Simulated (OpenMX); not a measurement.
# C (Fd-3m) in OpenMX: notebook, part 2 of 2

OpenMX 3.8.5.

## 4. Single point, PBE, 5.67 Å³/atom

C.dat reads:

```
System.CurrrentDirectory             ./
System.Name                          C
DATA.PATH                            ./DFT_DATA13
level.of.stdout                      1
level.of.fileout                     0
Species.Number                       1
<Definition.of.Atomic.Species
  C   C6.0-s2p2              C_PBE13
Definition.of.Atomic.Species>

Atoms.Number                         2
Atoms.SpeciesAndCoordinates.Unit     FRAC
<Atoms.SpeciesAndCoordinates
    1  C     0.7500000000    0.7500000000    0.7500000000   2.000  2.000
    2  C     0.5000000000    0.5000000000    0.5000000000   2.000  2.000
Atoms.SpeciesAndCoordinates>

Atoms.UnitVectors.Unit               Ang
<Atoms.UnitVectors
     0.0000000000    1.7833700000    1.7833700000
     1.7833700000    0.0000000000    1.7833700000
     1.7833700000    1.7833700000    0.0000000000
Atoms.UnitVectors>

scf.XcType                           GGA-PBE
scf.SpinPolarization                 off
scf.ElectronicTemperature            580.226
scf.energycutoff                     300.0
scf.maxIter                          100
scf.EigenvalueSolver                 band
scf.Kgrid                            13 13 13
scf.Mixing.Type                      rmm-diisk
scf.Init.Mixing.Weight               0.05
scf.Min.Mixing.Weight                0.001
scf.Max.Mixing.Weight                0.3
scf.Mixing.History                   25
scf.Mixing.StartPulay                8
scf.criterion                        1.0e-8
MD.Type                              nomd
```

Potentials or basis: OpenMX 2013 PBE set, C6.0-s2p2, fixed grid of 21 × 21 × 21 points.

Started as:

```bash
$ openmx C.dat -nt 1 > C.std
```

C.out:

```text
Required cutoff energy (Ryd) for 3D-grids = 300.0000
      Used cutoff energy (Ryd) for 3D-grids = 287.4213, 287.4213, 287.4213
  Num. of grids of a-, b-, and c-axes = 21, 21, 21

  Num.Grid1.    21
  Num.Grid2.    21
  Num.Grid3.    21

  Cell_Volume =     76.551000798577 (Bohr^3)
  GridVol     =      0.008265954087 (Bohr^3)
  Cell vectors (bohr) of the grid cell (gtv)
    gtv_a =  0.000000000000,  0.160480030298,  0.160480030298
    gtv_b =  0.160480030298,  0.000000000000,  0.160480030298
    gtv_c =  0.160480030298,  0.160480030298,  0.000000000000
    |gtv_a| =  0.226953035337
    |gtv_b| =  0.226953035337
    |gtv_c| =  0.226953035337

***********************************************************

[... 152 lines left out ...]
   sum over m      0.004807228  0.004807228   0.009614455   0.000000000
   sum over m+mul  1.442889969  1.442889969   2.885779938   0.000000000

    2    C          Up spin      Down spin     Sum           Diff
            multiple
  s           0    0.557883663  0.557883663   1.115767326   0.000000000
   sum over m      0.557883663  0.557883663   1.115767326   0.000000000
  s           1   -0.000764101 -0.000764101  -0.001528203   0.000000000
   sum over m     -0.000764101 -0.000764101  -0.001528203   0.000000000
   sum over m+mul  0.557119562  0.557119562   1.114239123   0.000000000
  px          0    0.479364091  0.479364091   0.958728181   0.000000000
  py          0    0.479363857  0.479363857   0.958727714   0.000000000
  pz          0    0.479363823  0.479363823   0.958727645   0.000000000
   sum over m      1.438091770  1.438091770   2.876183540   0.000000000
  px          1    0.001592221  0.001592221   0.003184441   0.000000000
  py          1    0.001592299  0.001592299   0.003184598   0.000000000
  pz          1    0.001592305  0.001592305   0.003184610   0.000000000
   sum over m      0.004776824  0.004776824   0.009553649   0.000000000
   sum over m+mul  1.442868594  1.442868594   2.885737189   0.000000000

***********************************************************
       xyz-coordinates (Ang) and forces (Hartree/Bohr)
***********************************************************

<coordinates.forces
  2
    1     C     2.67505   2.67505   2.67505   0.000108382399  0.000108446157  0.000108442437
    2     C     1.78337   1.78337   1.78337  -0.000103674204 -0.000103737744 -0.000103734056
coordinates.forces>

***********************************************************
       Fractional coordinates of the final structure
***********************************************************

     1      C     0.75000000000000   0.75000000000000   0.75000000000000
     2      C     0.50000000000000   0.50000000000000   0.50000000000000
```

C.std:

```text
*******************************************************
 Welcome to OpenMX   Ver. 3.8.5
 Copyright (C), 2002-2014, T. Ozaki
 OpenMX comes with ABSOLUTELY NO WARRANTY.
 This is free software, and you are welcome to
 redistribute it under the constitution of the GNU-GPL.
*******************************************************
[... 197 lines left out ...]
  Uzs   =       0.000000000000
  Uzo   =       0.000000000000
  Uef   =       0.000000000000
  UvdW  =       0.000000000000
  Utot  =     -11.655023293331

*******************************************************
             MD or geometry opt. at MD = 1
*******************************************************

outputting data on grids to files...

The calculation was normally finished.
```

Run time: 39 s. Hardware: 1 thread of Arm Neoverse V1, shared host; peak memory 0.24 GiB.

What came out:

```yaml
Free_energy: -317.1493 eV
Band_gap_on_the_k_mesh: 4.60 eV, indirect (least direct gap 6.04 eV)
```

Caveat: an odd mesh through Γ misses points on the zone boundary, where band edges often lie; the basis of atomic orbitals isn't converged, which shifts pressures, moduli and gaps.

## 5. Single point, PBE, 5.56 Å³/atom (volume scaled by 0.98)

Edit C.dat of step 4 so:

```diff
@@ -19,5 +19,5 @@
 <Atoms.UnitVectors
-     0.0000000000    1.7833700000    1.7833700000
-     1.7833700000    0.0000000000    1.7833700000
-     1.7833700000    1.7833700000    0.0000000000
+     0.0000000000    1.7714007132    1.7714007132
+     1.7714007132    0.0000000000    1.7714007132
+     1.7714007132    1.7714007132    0.0000000000
 Atoms.UnitVectors>
@@ -27,3 +27,2 @@
 scf.ElectronicTemperature            580.226
-scf.energycutoff                     300.0
 scf.maxIter                          100
@@ -39 +38,3 @@
 MD.Type                              nomd
+scf.Ngrid                            21 21 21
+scf.energycutoff                     300.0
```

Started as:

```bash
$ openmx C.dat -nt 1 > C.std
```

It took 42 s on 1 thread of Arm Neoverse V1, shared host; peak memory 0.25 GiB.

It converged, with:

- Free energy: -317.1294 eV
- Band gap on the k mesh: 4.65 eV, indirect (least direct gap 6.13 eV)

Caveat: an odd mesh through Γ misses points on the zone boundary, where band edges often lie; the basis of atomic orbitals isn't converged, which shifts pressures, moduli and gaps.

## 6. Single point, PBE, 5.79 Å³/atom (volume scaled by 1.02)

Edit C.dat of step 5 so:

```diff
@@ -19,5 +19,5 @@
 <Atoms.UnitVectors
-     0.0000000000    1.7714007132    1.7714007132
-     1.7714007132    0.0000000000    1.7714007132
-     1.7714007132    1.7714007132    0.0000000000
+     0.0000000000    1.7951807415    1.7951807415
+     1.7951807415    0.0000000000    1.7951807415
+     1.7951807415    1.7951807415    0.0000000000
 Atoms.UnitVectors>
```

Potentials or basis: OpenMX 2013 PBE set, C6.0-s2p2, fixed grid of 21 × 21 × 21 points.

Started as:

```bash
$ openmx C.dat -nt 1 > C.std
```

It took 37 s on 1 thread of Arm Neoverse V1, shared host; peak memory 0.23 GiB.

The run converged. Its results:

```
Free energy            : -317.1564 eV
Band gap on the k mesh : 4.56 eV, indirect (least direct gap 5.96 eV)
```

Caveat: an odd mesh through Γ misses points on the zone boundary, where band edges often lie; the basis of atomic orbitals isn't converged, which shifts pressures, moduli and gaps.

## 7. Single point, PBE, 5.44 Å³/atom (volume scaled by 0.96)

Edit C.dat of step 6 so:

```diff
@@ -19,5 +19,5 @@
 <Atoms.UnitVectors
-     0.0000000000    1.7951807415    1.7951807415
-     1.7951807415    0.0000000000    1.7951807415
-     1.7951807415    1.7951807415    0.0000000000
+     0.0000000000    1.7592674508    1.7592674508
+     1.7592674508    0.0000000000    1.7592674508
+     1.7592674508    1.7592674508    0.0000000000
 Atoms.UnitVectors>
```

Started as:

```bash
$ openmx C.dat -nt 1 > C.std
```

Run time: 41 s. Hardware: 1 thread of Arm Neoverse V1, shared host; peak memory 0.25 GiB.

Results (log left out):

```yaml
Free_energy: -317.0951 eV
Band_gap_on_the_k_mesh: 4.69 eV, indirect (least direct gap 6.21 eV)
```

Caveat: an odd mesh through Γ misses points on the zone boundary, where band edges often lie; the basis of atomic orbitals isn't converged, which shifts pressures, moduli and gaps.

## 8. Single point, PBE, 5.90 Å³/atom (volume scaled by 1.04)

Edit C.dat of step 7 so:

```diff
@@ -19,5 +19,5 @@
 <Atoms.UnitVectors
-     0.0000000000    1.7592674508    1.7592674508
-     1.7592674508    0.0000000000    1.7592674508
-     1.7592674508    1.7592674508    0.0000000000
+     0.0000000000    1.8068380860    1.8068380860
+     1.8068380860    0.0000000000    1.8068380860
+     1.8068380860    1.8068380860    0.0000000000
 Atoms.UnitVectors>
```

Started as:

```bash
$ openmx C.dat -nt 1 > C.std
```

It took 36 s on 1 thread of Arm Neoverse V1, shared host; peak memory 0.23 GiB.

Results (log left out):

- Free energy: -317.1517 eV
- Band gap on the k mesh: 4.53 eV, indirect (least direct gap 5.87 eV)

Caveat: an odd mesh through Γ misses points on the zone boundary, where band edges often lie; the basis of atomic orbitals isn't converged, which shifts pressures, moduli and gaps.

## 9. Single point, PBE, 5.33 Å³/atom (volume scaled by 0.94)

Edit C.dat of step 8 so:

```diff
@@ -19,5 +19,5 @@
 <Atoms.UnitVectors
-     0.0000000000    1.8068380860    1.8068380860
-     1.8068380860    0.0000000000    1.8068380860
-     1.8068380860    1.8068380860    0.0000000000
+     0.0000000000    1.7469644787    1.7469644787
+     1.7469644787    0.0000000000    1.7469644787
+     1.7469644787    1.7469644787    0.0000000000
 Atoms.UnitVectors>
```

Potentials or basis: OpenMX 2013 PBE set, C6.0-s2p2, fixed grid of 21 × 21 × 21 points.

Started as:

```bash
$ openmx C.dat -nt 1 > C.std
```

Wall time 44 s (1 thread of Arm Neoverse V1, shared host); peak memory 0.25 GiB.

It converged, with:

```
Free energy            : -317.0454 eV
Band gap on the k mesh : 4.74 eV, indirect (least direct gap 6.29 eV)
```

Caveat: an odd mesh through Γ misses points on the zone boundary, where band edges often lie; the basis of atomic orbitals isn't converged, which shifts pressures, moduli and gaps.

## 10. Single point, PBE, 6.01 Å³/atom (volume scaled by 1.06)

Edit C.dat of step 9 so:

```diff
@@ -19,5 +19,5 @@
 <Atoms.UnitVectors
-     0.0000000000    1.7469644787    1.7469644787
-     1.7469644787    0.0000000000    1.7469644787
-     1.7469644787    1.7469644787    0.0000000000
+     0.0000000000    1.8183469191    1.8183469191
+     1.8183469191    0.0000000000    1.8183469191
+     1.8183469191    1.8183469191    0.0000000000
 Atoms.UnitVectors>
```

Started as:

```bash
$ openmx C.dat -nt 1 > C.std
```

Wall time 36 s (1 thread of Arm Neoverse V1, shared host); peak memory 0.23 GiB.

Results (log left out):

```
Free energy            : -317.1365 eV
Band gap on the k mesh : 4.49 eV, indirect (least direct gap 5.79 eV)
```

Caveat: an odd mesh through Γ misses points on the zone boundary, where band edges often lie; the basis of atomic orbitals isn't converged, which shifts pressures, moduli and gaps.

## 11. Equation of state, PBE

Potentials or basis: OpenMX 2013 PBE set, C6.0-s2p2, fixed grid of 21 × 21 × 21 points.

This step only gathers the single runs of the series.

Results:

```yaml
Equilibrium_volume: 5.80 Å³/atom
Bulk_modulus: 420 GPa
Pressure_derivative_of_the_bulk_modulus: 3.8
```

Energy against volume, from the lowest point:
```csv
volume (Å³/atom),energy (meV/atom)
5.332,55.52
5.445,30.66
5.558,13.54
5.672,3.55
5.785,0.00
5.899,2.36
6.012,9.99
```

Caveat: volumes in these bases differ from converged ones by about 1 %, for some elements by several; the basis of atomic orbitals isn't converged, which shifts pressures, moduli and gaps.

## 12. The runs side by side

| task | potentials or basis | max SCF cycles | grid points, held for all volumes | gap on the mesh (eV) | pressure (GPa) |
| --- | --- | --- | --- | --- | --- |
| band structure | OpenMX 2013 PBE set, C6.0-s2p2d1, grid cutoff 300 Ry | 100 | - | 4.31 | 1.9 |
| band structure | OpenMX 2013 PBE set, C6.0-s2p2, grid cutoff 300 Ry | 100 | - | 4.60 | 9.4 |
| equation of state | OpenMX 2013 PBE set, C6.0-s2p2, fixed grid of 21 × 21 × 21 points | - | 21 × 21 × 21 | - | - |

Alike in all rows: level PBE; no spin polarisation; cell as given; k mesh 13 × 13 × 13; smearing fermi-dirac 0.05 eV.

Caveats: the basis of atomic orbitals isn't converged, which shifts pressures, moduli and gaps; volumes in these bases differ from converged ones by about 1 %, for some elements by several (some runs).

Absolute energies hang on the potentials; compare differences alone.

## 13. Against experiment

Step 11. A measured bulk modulus of C is 442 GPa (quoted in “Equation of state of cubic boron nitride at high pressures and temperatures”, 2007, arxiv:cond-mat/0702656); the calculated 420 GPa misses it by -5.1 %. 3 values of this kind are on record (442 to 444.8 GPa); this one was drawn at random among those near their median, those with a stated uncertainty first. The fit is for a static lattice scaled at fixed shape and fixed fractional positions.
